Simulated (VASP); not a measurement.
# InSb in VASP 6.6.1, single-point calculation

INCAR

```
NELM = 76
GGA = RE
LREAL = .FALSE.
IBRION = -1
ISMEAR = -1
PREC = Accurate
ISIF = 2
NBANDS = 16
EDIFF = 1E-6
LWAVE = .FALSE.
NSW = 0
NELMDL = 0
LASPH = .TRUE.
SIGMA = 0.02
LCHARG = .FALSE.
ENCUT = 520
```

KPOINTS

```
KPOINTS created by Atomic Simulation Environment
0
Gamma
6 6 6
0 0 0
```

POSCAR

```
In Sb
 1.0000000000000000
     0.0000000000000000    3.3778984081000001    3.1718515586999998
     3.3778984081000001    0.0000000000000000    3.1718515586999998
     3.3778984081000001    3.3778984081000001    0.0000000000000000
 In  Sb
   1   1
Cartesian
  0.0000000000000000  0.0000000000000000  0.0000000000000000
  1.6889492040500000  1.6889492040500000  1.5859257793500003
```

The recommended PBE PAW datasets give the neutral cell 18 valence electrons.

Command

```
mpirun -np 1 vasp_std
```

**Question.** Predict the outcome of this run.

**Answer.** It converged. Results: gap between bands v and c on the k mesh 0.27 eV; least direct gap on the k mesh 0.27 eV; pressure 1.3 GPa. Band v is the last that the valence electrons fill when counted band by band, and c is the next.

OSZICAR

```
N       E                     dE             d eps       ncg     rms          rms(c)
DAV:   1     0.113842840602E+03    0.11384E+03   -0.78250E+03   960   0.110E+03
DAV:   2     0.104924913816E+01   -0.11279E+03   -0.10959E+03  1064   0.275E+02
DAV:   3    -0.620818402359E+01   -0.72574E+01   -0.72279E+01  1200   0.727E+01
DAV:   4    -0.641343706052E+01   -0.20525E+00   -0.20520E+00  1200   0.142E+01
DAV:   5    -0.642431587866E+01   -0.10879E-01   -0.10879E-01  1440   0.268E+00    0.376E+00
DAV:   6    -0.634666380234E+01    0.77652E-01   -0.14335E-01  1392   0.529E+00    0.223E+00
DAV:   7    -0.634371025413E+01    0.29535E-02   -0.66820E-02  1304   0.219E+00    0.631E-01
DAV:   8    -0.634730650478E+01   -0.35963E-02   -0.87852E-03  1176   0.988E-01    0.195E-01
DAV:   9    -0.634840382939E+01   -0.10973E-02   -0.12398E-03  1256   0.274E-01    0.679E-02
DAV:  10    -0.634864764583E+01   -0.24382E-03   -0.18651E-04  1160   0.857E-02    0.251E-02
DAV:  11    -0.634876887467E+01   -0.12123E-03   -0.25781E-04  1128   0.882E-02    0.177E-02
DAV:  12    -0.634877059334E+01   -0.17187E-05   -0.31425E-06  1240   0.121E-02    0.795E-03
DAV:  13    -0.634877340127E+01   -0.28079E-05   -0.82892E-06  1152   0.169E-02    0.698E-03
DAV:  14    -0.634877290158E+01    0.49970E-06   -0.27578E-07  1008   0.333E-03
   1 F= -.63487729E+01 E0= -.63487703E+01  d E =-.515525E-05
```

For comparison, a separate PBE run of the intended cell, on usual settings and not on those above, gives a gap of 0.27 eV on its mesh and a pressure of 0.3 GPa.
